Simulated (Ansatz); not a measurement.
**Calculated field gradients at the nuclei for SnS at a changed volume**

The cell is a structure deposited in the COD, relaxed with PBE at fixed cell and then changed (volume scaled by 0.96, ions relaxed).

```cif
data_SnS
_symmetry_space_group_name_H-M 'Pnma'
_symmetry_Int_Tables_number 62
_cell_length_a 11.1670
_cell_length_b 3.9953
_cell_length_c 4.1847
_cell_angle_alpha 90.000
_cell_angle_beta 90.000
_cell_angle_gamma 90.000
loop_
_atom_site_label
_atom_site_type_symbol
_atom_site_symmetry_multiplicity
_atom_site_Wyckoff_symbol
_atom_site_fract_x
_atom_site_fract_y
_atom_site_fract_z
Sn Sn 4 c 0.1188 0.2500 0.1005
S S 4 c 0.8530 0.2500 0.4752
```

One atom of each set is listed.

All values are calculated (Ansatz; DFT, PBE, plane waves and PAW, scalar-relativistic, 420 eV cutoff, Γ-centred 4×11×10 k-points, Fermi–Dirac smearing 0.02 eV), not measured.

Conventions: |V_zz| ≥ |V_yy| ≥ |V_xx|, η = (V_xx − V_yy)/V_zz, C_Q = eQV_zz/h.

33S: I = 3/2, Q = -69.40 mb. Nuclear quadrupole moments: year-2017 set (Pyykkö).

(1) Which values are expected at the nuclei?

## Answers

(1) 

```json
{"site": "Sn", "atoms": "4", "first shell": "3 S at 2.63–2.69 Å; also 2 S at 3.15 Å", "V_xx, V_yy, V_zz (10²¹ V/m²)": "3.76, 7.17, -10.93", "η": "0.31", "C_Q (MHz)": "–"}
{"site": "S", "atoms": "4", "first shell": "3 Sn at 2.63–2.69 Å; also 2 Sn at 3.15 Å", "V_xx, V_yy, V_zz (10²¹ V/m²)": "1.22, 1.25, -2.47", "η": "0.02", "C_Q (MHz)": "4.14"}
```

Sn has no stable isotope with a ground-state quadrupole moment in the table, so no C_Q is given.

Without spin–orbit coupling (the program notes it for Sn) the gradients can shift somewhat, as the gap is small.
